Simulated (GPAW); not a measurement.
# V (Im-3m) in GPAW: notebook, part 3 of 3

GPAW 26.7.0. The steps go on from the part before.

### Step 4. G0W0 quasiparticle levels, PBE, collinear spin, ferromagnetic start

Input file run.py:

```python
import json
import numpy as np
from ase import Atoms
from ase.dft.bandgap import bandgap
from ase.io import write
from gpaw import GPAW, PW
from gpaw.response.g0w0 import G0W0

atoms = Atoms(['V'],
              cell=[[-1.51435, 1.51435, 1.51435],
                    [1.51435, -1.51435, 1.51435],
                    [1.51435, 1.51435, -1.51435]],
              scaled_positions=[[0.0, 0.0, 0.0]],
              pbc=True)
atoms.set_initial_magnetic_moments([3.0])

calc = GPAW(mode=PW(500),
            xc='PBE',
            kpts={'size': (5, 5, 5), 'gamma': True},
            occupations={'name': 'fermi-dirac', 'width': 0.05},
            nbands=15,
            convergence={'density': 0.0001},
            maxiter=150,
            txt='gpaw.txt')
atoms.calc = calc
energy = atoms.get_potential_energy()
calc.write('gs.gpw')
write('result.traj', atoms)
print(f'Energy: {energy:.6f} eV')
print('Moments:', calc.get_magnetic_moments().round(3))
print('Fermi level:', round(calc.get_fermi_level(), 4), 'eV')
print(f'Gap: {bandgap(calc)[0]:.4f} eV, direct: {bandgap(calc, direct=True)[0]:.4f} eV')

calc.diagonalize_full_hamiltonian(nbands=61)
calc.write('full.gpw', mode='all')

ibz = calc.get_ibz_k_points()
gamma = int(np.abs(ibz).sum(1).argmin())
kpts = [gamma]
gw = G0W0(calc='full.gpw',
          filename='gw',
          ecut=150,
          ecut_extrapolation=True,
          kpts=kpts,
          integrate_gamma='sphere',
          bands=(4, 10),
          frequencies={'type': 'nonlinear', 'domega0': 0.1, 'omega2': 10},
          eta=0.1)
gw.calculate()
results = {mode: {key: np.asarray(r[key]).tolist() for key in ['f', 'eps', 'vxc', 'exx', 'sigma', 'Z', 'qp', 'sigma_eskn']}
           for mode, r in gw.all_results.items()}
json.dump({'kpts': ibz[kpts].tolist(), 'results': results}, open('gw.json', 'w'))
for mode, r in results.items():
    f, qp = np.array(r['f']), np.array(r['qp'])
    print(mode, 'quasiparticle energies (eV):')
    print(qp.round(3))
```

Potentials or basis: GPAW PAW data sets (gpaw-data 1.2.1), pw.

Started as:

```sh
$ OMP_NUM_THREADS=1 python run.py
```

gpaw.txt:

```text
__  _  _
 | _ |_)|_||  |
 |__||  | ||/\| - 26.7.0

Input parameters:
  mode=PW(ecut=500.0),
  convergence={'density': 0.0001},
  kpts=MonkhorstPack(size=(5, 5, 5), gamma=True),
  maxiter=150,
  nbands=15,
  occupations=Occupations(name='fermi-dirac', width=0.05),
  xc=XC(name='PBE')

Diagonalizing LCAO Hamiltonian
Converting LCAO to pw mode

       V

Atoms  # Å, Bohr magnetons
|   | symbol |        x |        y |        z |    initial magnetic moments |
|---|--------|----------|----------|----------|-----------------------------|
| 0 |      V | 0.000000 | 0.000000 | 0.000000 | ( 0.0000,  0.0000,  3.0000) |

Unit cell  # Å
| periodic |         x |         y |         z |  lengths |     angles |
|----------|-----------|-----------|-----------|----------|------------|
|      yes | -1.514350 |  1.514350 |  1.514350 | 2.622931 | 109.471221 |
|      yes |  1.514350 | -1.514350 |  1.514350 | 2.622931 | 109.471221 |
|      yes |  1.514350 |  1.514350 | -1.514350 | 2.622931 | 109.471221 |

Number of symmetries: 48
Symmetry operations  # r_c * U_cc + t_c -> r_c
|    | kind |            matrix            |
|----|------|------------------------------|
|  0 |  σ   |  1, 1, 1,  0, 0,-1,  0,-1, 0 |
|  1 |  C4  |  1, 1, 1,  0, 0,-1, -1, 0, 0 |
|  2 |  C2  |  1, 1, 1,  0,-1, 0,  0, 0,-1 |
|  3 |  S6  |  1, 1, 1,  0,-1, 0, -1, 0, 0 |
|  4 |  S6  |  1, 1, 1, -1, 0, 0,  0, 0,-1 |
|  5 |  C4  |  1, 1, 1, -1, 0, 0,  0,-1, 0 |
|  6 |  E   |  1, 0, 0,  0, 1, 0,  0, 0, 1 |
[... 155 lines left out ...]
|iter:   6| |   -8.467260 | -4.58 | -1.92 |  +0.4919|
|iter:   7| |   -8.467804c| -4.40 | -2.33 |  +0.3883|
|iter:   8| |   -8.468166c| -4.51 | -2.79 |  +0.3239|
|iter:   9| |   -8.468845c| -3.84 | -2.84 |  +0.2288|
|iter:  10| |   -8.468863c| -5.46 | -3.20 |  +0.2386|
|iter:  11| |   -8.468853c| -5.69 | -3.62 |  +0.2356|
|iter:  12| |   -8.468850c| -6.56 | -4.29c|  +0.2327|
|iter:  13| |   -8.468850c| -8.35c| -5.01c|  +0.2331|

Converged in 13 steps
Energy contributions relative to reference atoms: (reference = -25820.495562)

Energy contributions:
  Kinetic:          -3.013552
  Coulomb:           1.947212
  Zero:              0.143833
  External:          0.000000
  Xc:               -7.537779
  Entropy:          -0.017130
  Spinorbit:         0.000000
  ----------------------------
  Free energy:      -8.477415
  Extrapolated:     -8.468850

dipole moment: (-3.667062, -3.667062, -3.667062)  # |e|*Ang

Total magnetic moment: (0.000000, 0.000000, 0.233115)

Local magnetic moments
|        x |        y |        z |
|----------|----------|----------|
| 0.000000 | 0.000000 | 0.196959 |  # V    0

Fermi level: 9.207
Eigenvalues  # (at kpt = [0.000, 0.000, 0.000])
| band index |      eig [eV] | occ [0-1] |      eig [eV] | occ [0-1] |
|------------|---------------|-----------|---------------|-----------|
|          0 |       -54.755 |     1.000 |       -54.563 |     1.000 |
|          1 |       -28.120 |     1.000 |       -27.929 |     1.000 |
|          2 |       -28.120 |     1.000 |       -27.929 |     1.000 |
|          3 |       -28.120 |     1.000 |       -27.929 |     1.000 |
|          4 |         2.572 |     1.000 |         2.682 |     1.000 |
|          5 |         9.398 |     0.022 |         9.649 |     0.000 |
|          6 |         9.398 |     0.022 |         9.649 |     0.000 |
|          7 |         9.398 |     0.022 |         9.649 |     0.000 |
|          8 |        11.393 |     0.000 |        11.479 |     0.000 |
|          9 |        11.393 |     0.000 |        11.479 |     0.000 |
|         10 |        29.558 |     0.000 |        29.656 |     0.000 |
|         11 |        29.558 |     0.000 |        29.656 |     0.000 |
|         12 |        29.558 |     0.000 |        29.656 |     0.000 |
|        ... |               |           |               |           |
|         14 |        35.924 |     0.000 |        35.930 |     0.000 |

No gap
No difference between direct/indirect transitions
# Writing to gs.gpw (mode='')

Matrix size: 369x369
# Writing to full.gpw (mode='all')
```

gw.w.txt:

```text
NonLinearFrequencyDescriptor(from 0.000 to 196.453 eV, 216 points)
NonLinearFrequencyDescriptor(from 0.000 to 196.453 eV, 216 points)

WARNING:
The current GW implementation cannot handle intraband screening.
[... 154 lines left out ...]
   9   0.000  11.393 -24.970 -16.383  -7.518  -0.920   0.521  11.950

k-point 0 (0): (0.000, 0.000, 0.000)                GW
band       f     eps     vxc     exx   sigma  dsigma       Z      qp
                                                                   GW
   4   1.000   2.682 -13.004 -17.776   4.056  -0.672   0.598   2.254
   5   0.000   9.649 -23.138 -17.224  -4.534  -0.612   0.620  10.505
   6   0.000   9.649 -23.138 -17.224  -4.533  -0.613   0.620  10.506
   7   0.000   9.649 -23.138 -17.224  -4.533  -0.613   0.620  10.506
   8   0.000  11.479 -24.859 -16.094  -7.634  -0.871   0.534  12.084
   9   0.000  11.479 -24.859 -16.094  -7.635  -0.871   0.534  12.084
```

It took 3.7 min on 1 thread of Intel Xeon at 2.50GHz (Skylake/Cascade Lake), shared host; peak memory 0.32 GiB.

Results:

```
Free energy            : -8.4774 eV
Band gap on the k mesh : none (metal or under the smearing width)
Net moment             : 0.23 μB per cell
Site moments           : V +0.20 μB
```

Caveat: the k mesh is coarse (spacing up to 0.59 Å⁻¹), so the values aren't converged; G0W0 is unreliable with partly filled bands; on this mesh the treatment of q = 0 moves the result by about a tenth of an eV; the long-wavelength limit can be off by several per cent where d states take part.

### Step 5. Band structure, PBEsol, collinear spin, ferromagnetic start

Input file run.py:

```python
from ase import Atoms
from ase.dft.bandgap import bandgap
from ase.io import write
from ase.units import GPa
from gpaw import GPAW, PW, setup_paths

setup_paths.insert(0, '.')

atoms = Atoms(['V'],
              cell=[[-1.51435, 1.51435, 1.51435],
                    [1.51435, -1.51435, 1.51435],
                    [1.51435, 1.51435, -1.51435]],
              scaled_positions=[[0.0, 0.0, 0.0]],
              pbc=True)
atoms.set_initial_magnetic_moments([2.0])

calc = GPAW(mode=PW(600),
            xc='PBEsol',
            kpts={'size': (12, 12, 12), 'gamma': True},
            occupations={'name': 'fermi-dirac', 'width': 0.05},
            nbands=15,
            convergence={'density': 1e-05, 'energy': 1e-05},
            maxiter=150,
            txt='gpaw.txt')
atoms.calc = calc
energy = atoms.get_potential_energy()
forces = atoms.get_forces()
stress = atoms.get_stress()
calc.write('gs.gpw')
write('result.traj', atoms)
print(f'Energy: {energy:.6f} eV')
print('Forces (eV/A):')
print(forces.round(4))
print('Stress (GPa):', (stress / GPa).round(3))
print('Moments:', calc.get_magnetic_moments().round(3))
print('Fermi level:', round(calc.get_fermi_level(), 4), 'eV')
print(f'Gap: {bandgap(calc)[0]:.4f} eV, direct: {bandgap(calc, direct=True)[0]:.4f} eV')

path = atoms.cell.bandpath('GHNGPH,PN', npoints=80, eps=1e-4)
bs_calc = calc.fixed_density(kpts=path, symmetry='off', nbands=23,
                             convergence={'bands': 'CBM+6.0', 'eigenstates': 1e-6}, txt='bands.txt')
bs = bs_calc.band_structure()
bs.write('bs.json')
print(f'Gap on the path: {bandgap(bs_calc)[0]:.4f} eV')
```

Potentials or basis: PAW data sets generated in the run's folder for this functional, pw.

Started as:

```sh
$ gpaw-setup -f PBEsol V
$ OMP_NUM_THREADS=1 python run.py
```

Wall time 39 s (1 thread of Arm Neoverse V1, shared host); peak memory 0.19 GiB.

It converged, with:

| Quantity | Value |
| --- | --- |
| Free energy | -9.1137 eV |
| Pressure | -10.7 GPa |
| Band gap along the path | none (metal or under the smearing width) |
| Net moment | 0.00 μB per cell |

Levels at the corners of the path, in eV from the Fermi level:
Spin up:
```
point  band 2  band 3  band 4  band 5  band 6  band 7  band 8  band 9  band 10
    Γ  -36.99  -36.99  -36.99   -6.50    0.42    0.42    0.42    2.32     2.32
    H  -37.55  -37.55  -37.55   -2.83   -2.83    3.62    3.62    3.62     9.91
    N  -37.80  -37.24  -36.99   -3.04   -1.05    1.53    2.33    2.67     4.00
    Γ  -36.99  -36.99  -36.99   -6.50    0.42    0.42    0.42    2.32     2.32
    P  -37.39  -37.39  -37.39   -1.07   -1.07   -1.07    2.73    2.73    10.16
    H  -37.55  -37.55  -37.55   -2.83   -2.83    3.62    3.62    3.62     9.91
    P  -37.39  -37.39  -37.39   -1.07   -1.07   -1.07    2.73    2.73    10.16
    N  -37.80  -37.24  -36.99   -3.04   -1.05    1.53    2.33    2.67     4.00
```
Spin down:
| point | band 2 | band 3 | band 4 | band 5 | band 6 | band 7 | band 8 | band 9 | band 10 |
| --- | --- | --- | --- | --- | --- | --- | --- | --- | --- |
| Γ | -36.99 | -36.99 | -36.99 | -6.50 | 0.42 | 0.42 | 0.42 | 2.32 | 2.32 |
| H | -37.55 | -37.55 | -37.55 | -2.83 | -2.83 | 3.62 | 3.62 | 3.62 | 9.91 |
| N | -37.80 | -37.24 | -36.99 | -3.04 | -1.05 | 1.53 | 2.33 | 2.67 | 4.00 |
| Γ | -36.99 | -36.99 | -36.99 | -6.50 | 0.42 | 0.42 | 0.42 | 2.32 | 2.32 |
| P | -37.39 | -37.39 | -37.39 | -1.07 | -1.07 | -1.07 | 2.73 | 2.73 | 10.16 |
| H | -37.55 | -37.55 | -37.55 | -2.83 | -2.83 | 3.62 | 3.62 | 3.62 | 9.91 |
| P | -37.39 | -37.39 | -37.39 | -1.07 | -1.07 | -1.07 | 2.73 | 2.73 | 10.16 |
| N | -37.80 | -37.24 | -36.99 | -3.04 | -1.05 | 1.53 | 2.33 | 2.67 | 4.00 |

### Step 6. Overview

| task | level | potentials or basis | k mesh | cutoff (eV) | response ecut | frequency | extrapolate | vertex | qp bands | mesh quality | gap on the mesh (eV) | moment (μB) |
| --- | --- | --- | --- | --- | --- | --- | --- | --- | --- | --- | --- | --- |
| G0W0 quasiparticle levels | PBE | GPAW PAW data sets (gpaw-data 1.2.1), pw | 6 × 6 × 6 | 500 | 150 eV | full | no | none | 2 | coarse | none | 0.60 |
| G0W0 quasiparticle levels | PBE | GPAW PAW data sets (gpaw-data 1.2.1), pw | 6 × 6 × 6 | 500 | 150 eV | full | yes | none | 1 | coarse | none | 0.60 |
| G0W0 quasiparticle levels | PBE | GPAW PAW data sets (gpaw-data 1.2.1), pw | 5 × 5 × 5 | 500 | 150 eV | full | yes | none | 2 | coarse | none | 0.23 |
| band structure | PBEsol | PAW data sets generated in the run's folder for this functional, pw | 12 × 12 × 12 | 600 | - | - | - | - | - | not flagged | - | 0.00 |

Alike in all rows: spin collinear, ferromagnetic start; cell as given; smearing fermi-dirac 0.05 eV.

Caveats: some runs use coarse meshes; G0W0 is unreliable with partly filled bands (some runs); the long-wavelength limit can be off by several per cent where d states take part (some runs); on this mesh the treatment of q = 0 moves the result by about a tenth of an eV (some runs).

Total energies depend on the potentials used, so only differences within one code and one set of settings carry meaning.
